The row at 20.171 Å³/atom looks wrong: it is the unstrained crystal, yet it carries a pressure of 1.31 GPa. Its cell edges were relaxed with r2SCAN, another density functional, while the pressure was computed with PBE. PBE prefers a volume about 1.5 % larger, so it finds this cell slightly squeezed. With a bulk modulus of 89 GPa, a squeeze of 1.5 % costs about 1.3 GPa, which is the pressure in the table. The row therefore records a disagreement between two functionals about the size of the crystal, and it lies on the same smooth curve as its neighbours.

Silicon in the diamond structure, computed with Ansatz 0.2.0 using spin-unpolarised PBE, PAW potentials, a plane-wave cutoff of 420 eV, an 8×8×8 k mesh and Fermi–Dirac smearing of 0.02 eV. The cells are uniformly scaled from one relaxed with r2SCAN, and pressure is positive in compression.

```
volume (Å³/atom)  shortest distance (Å)  pressure (GPa)
          17.846                  2.263          16.220
          18.409                  2.287          11.750
          18.938                  2.308           8.110
          18.985                  2.310           7.810
          19.572                  2.334           4.350
          19.906                  2.347           2.600
          20.171                  2.357           1.310
          20.782                  2.381          -1.330
          21.405                  2.405          -3.630
          22.041                  2.428          -5.620
          22.689                  2.452          -7.320
          22.959                  2.461          -7.940
```

**What happens**

The pressure falls at every step as the volume grows, but ever more slowly. Shortening the edges of the unstrained cell by 4 % raises the pressure by 14.9 GPa, whereas lengthening them by 4 % lowers it by only 8.6 GPa. A negative pressure means tension: the crystal would shrink if it were released. Silicon thus resists squeezing much more strongly than it resists stretching.

The steps in pressure look uneven because the steps in volume are uneven. Between 18.938 and 18.985 Å³/atom the pressure hardly moves, since the volume hardly does. Divided by the change in volume, this small drop falls into line between its neighbours.

**Why the crystal pushes back**

Pressure is the rate at which the energy rises when the volume is reduced, $P=-dE/dV$. Two large changes oppose each other in that energy. Squeezing confines the valence electrons to less space, which raises their kinetic energy. It also brings electrons and ions closer together, which lowers the potential energy. At the preferred volume the two changes cancel, and the pressure is what remains when they don't.

The virial theorem shows how large the hidden exchange is. For particles that interact by Coulomb forces it gives the kinetic energy as $-E+3PV$, so its changes can be followed from total energies and pressures alone. Between 18.938 and 22.041 Å³/atom, on either side of the minimum, the total energy changes by less than 0.01 eV per atom. By the theorem the kinetic energy of all the electrons, cores included, falls by about 5.2 eV per atom over the same stretch, and the potential energy rises by almost as much. This figure comes almost wholly from pressure times volume, so any curve with the same preferred volume and stiffness would give nearly the same one: it shows the size of the exchange, not how each side depends on volume. The output also lists the smooth part of the kinetic energy, which falls by only about 2.5 eV per atom. That part leaves out the PAW corrections near the nuclei, the response of the cores, which the calculation keeps frozen, and the kinetic share of the correlation energy, so it isn't the whole kinetic energy and needn't equal the virial figure.

**Why it stiffens under pressure**

The two sides of this balance depend on volume in different ways. In the simplest picture the kinetic energy of confined electrons goes as $V^{-2/3}$, and the Coulomb attraction as $V^{-1/3}$. On compression both grow, but the repulsive kinetic part grows faster, so each further step costs more than the last. On expansion both fade, so each further step adds less to the restoring pull, although the pull itself still grows throughout this range. These powers are only a sketch: the smooth kinetic energy of these runs falls by about 6 % between 18.938 and 22.041 Å³/atom, where $V^{-2/3}$ would give about 10 %.

A bond that behaved as a perfect spring would also give a curved line, for a purely geometric reason. The bond length grows only as the cube root of the volume, so an equal step in volume stretches a long bond less than a short one; more importantly, the force in the bond is spread over an area that grows as $V^{2/3}$, so the same force makes less pressure in a larger cell. This effect is too weak. With the same preferred volume and the same stiffness there, the spring gives 3.2 GPa too little pressure in the smallest cell and 1.7 GPa too much tension in the largest. The bond itself must harden when shortened and soften when lengthened.

The balance of kinetic and Coulomb energy removes more than half of the spring's error at both ends, but it still leaves the crystal too soft under compression. One possible reason is that valence electrons must also keep out of the space held by the ion cores, which makes the repulsion steeper than for electrons in an empty box. The runs point the same way, since their nonlocal PAW term is positive and is about 1 eV per atom higher at 18.938 than at 22.041 Å³/atom. That term mixes several corrections near the nuclei, however, so the last step remains a guess.

**A formula for the curve**

These pictures share one form. Let $V_0$ be the volume at zero pressure, $B_0$ the bulk modulus there, and $x=V_0/V$. If the energy is the sum of two powers of the volume, one pushing outwards and one pulling inwards, its derivative gives

$$P=\frac{B_0}{m-n}\left(x^m-x^n\right).$$

The modulus then rises with pressure at an initial rate of $m+n$. This rate is 1 for the spring, 3 for the kinetic and Coulomb terms, and 4 for the second-order Birch–Murnaghan equation, which has $m=7/3$ and $n=5/3$. The computed modulus rises by 4.2 GPa per GPa on average over the whole range, closest to the last of the three.

The Birch–Murnaghan form was fitted to the five rows with pressures between -5 and 5 GPa, which gave $V_0=20.47$ Å³/atom and $B_0=88.8$ GPa. This is the PBE value; the measured modulus is, from memory, roughly a tenth higher. The smallest cell, at 17.846 Å³/atom, took no part in the fit. There $x=20.47/17.846=1.147$, so $x^{7/3}=1.377$ and $x^{5/3}=1.257$. The pressure follows as $1.5\times88.8\times(1.377-1.257)\approx16.0$ GPa, about 1 % below the computed 16.2 GPa.

The formula is least accurate at the two ends of the range, where it is about 0.2 GPa too low. A miss of the same sign at both ends means the computed curve bends a little more than the formula, as expected if the modulus rises somewhat faster than 4 GPa per GPa; the output below lists each row. Birch–Murnaghan is an expansion in strain, so its success confirms the shape of the curve but does not identify the forces behind it.

**What to do about it**

Don't extend the straight line $P=B_0(1-V/V_0)$ far from zero pressure. For the smallest cell it would give $88.8\times(1-17.846/20.47)\approx11.4$ GPa, roughly 30 % too little. The Birch–Murnaghan formula uses the same two constants and stays within about 0.2 GPa of every row.

Before blaming a residual pressure on poor convergence, check which method supplied the cell. A neighbouring series computed with r2SCAN would cross zero pressure near 20.17 Å³/atom, because that cell was relaxed with it. To compare what two functionals predict for the crystal at a given pressure, let each use its own volume at that pressure. Equal cell edges answer a different question, namely how the functionals differ for one fixed structure.

The same reasoning carries over to diamond carbon. Its bonds are shorter and much stiffer, so the same fractional squeeze costs far more pressure, while the curve bends in the same direction.

Take care at the compressed end. Real silicon leaves the diamond structure at roughly 11 GPa, a recalled figure, whereas these cells are held in it. The two smallest cells therefore describe how diamond silicon would respond if it survived, and they can't predict the transition on their own, because that also takes the energies of the competing phase.

Output of the analysis:

```
fit of pressure on 5 rows (abs(pressure) < 5): coefficient of v**(-7/3) 140.6 +/- 0.35, coefficient of v**(-5/3) -138.4 +/- 0.35; rms 0.012, worst 20.171 0.0158, leave-one-out rms 0.0247
  rows outside the fit (model, value, miss): 17.846 16, 16.22, -0.218; 18.409 11.63, 11.75, -0.124; 18.938 8.046, 8.11, -0.0638; 18.985 7.751, 7.81, -0.0595; 22.041 -5.678, -5.62, -0.058; 22.689 -7.453, -7.32, -0.133; 22.959 -8.114, -7.94, -0.174
Slope and modulus from the row above, and model less computed pressure:
     row  slope_GPa_per_A3  modulus_GPa  harmonic_bond_miss_GPa  kinetic_Coulomb_miss_GPa  Birch_Murnaghan_miss_GPa
  17.846               n/a          n/a                  -3.194                    -1.282                   -0.2185
  18.409             -7.94        143.9                  -1.833                   -0.7253                   -0.1239
  18.938            -6.881        128.5                 -0.9483                   -0.3706                  -0.06381
  18.985            -6.383          121                 -0.8857                   -0.3457                  -0.05947
  19.572            -5.894        113.6                 -0.2956                   -0.1105                  -0.01463
  19.906             -5.24        103.4                 -0.1034                  -0.03317                  0.002689
  20.171            -4.868        97.55                -0.01274                  0.006209                   0.01579
  20.782            -4.321        88.47                -0.02164                 -0.001068                  0.009097
  21.405            -3.692        77.87                 -0.2666                   -0.0956                  -0.01304
  22.041            -3.129        67.97                 -0.7255                    -0.272                  -0.05797
  22.689            -2.623        58.67                  -1.378                   -0.5259                   -0.1327
  22.959            -2.296        52.41                  -1.699                   -0.6522                   -0.1737
Volume at zero pressure, Å³/atom: 20.47
Bond length at zero pressure, Å: 2.369
Bulk modulus at zero pressure, GPa: 88.8
Mean rise of the modulus per GPa of pressure, first to last pair: 4.234
Ratio of steepest to flattest slope: 3.458
Ratio of largest to smallest modulus: 2.746
Zero-pressure volume above that of the unstrained cell, percent: 1.461
Pressure change from the unstrained cell to edges 4 % shorter, GPa: 14.91
Pressure change from the unstrained cell to edges 4 % longer, GPa: -8.63
Largest difference between pressure from energies and mean printed pressure, GPa: 0.1025
Total energy change from 18.938 to 22.041 Å³/atom, eV/atom: -0.006475
Kinetic energy change over the same step by the virial theorem, eV/atom: -5.189
Change of the smooth part of the kinetic energy over the same step, eV/atom: -2.461
```
